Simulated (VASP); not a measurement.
**Si under changes of volume**

One of the cells (19.903 Å³/atom); the others are scaled copies at fixed shape and fractional positions:

```
Si
1.0
     0.00000    2.71003    2.71003
     2.71003    0.00000    2.71003
     2.71003    2.71003    0.00000
Si
2
Direct
  0.50000 0.50000 0.50000
  0.75000 0.75000 0.75000
```

* Program: VASP 6.6.1
* Functional: PBE
* Dispersion: D3(BJ)
* Potentials or basis: VASP PAW PBE potentials, release 64 (Si)
* Cutoff: 520 eV
* k mesh: 8 × 8 × 8
* Occupations: gaussian, width 0.02 eV
* Spin: no spin polarisation

```tsv
volume (Å³/atom)	energy over the lowest point (meV/atom)	pressure (GPa)	gap on the mesh (eV)
19.107	?	?	?
19.505	2.40	2.0	0.57
19.903	0.00	0.0	0.61
20.301	2.18	-1.7	0.64
20.699	8.42	-3.3	0.67
```

Q: What does the run at 19.107 Å³/atom give?

A: Energy over the lowest point 9.93 meV/atom; pressure 4.1 GPa; gap on the mesh 0.54 eV.

Worked out: A Birch-Murnaghan fit of order 2 (a polynomial in V^(-2/3)) to the other rows has its minimum at 19.91 Å³/atom with B0 = V·E''(V) = 91 GPa. It gives 9.79 meV/atom at 19.107 Å³/atom, against the run's 9.93, and -dE/dV = 4.1 GPa, against 4.1. A straight line through the other rows of the gap, of slope 1.67 eV per unit of ln V, extrapolates to 0.54 eV, against the run's 0.54.

Energies are extrapolated to zero smearing.

A mesh can miss the band edges.
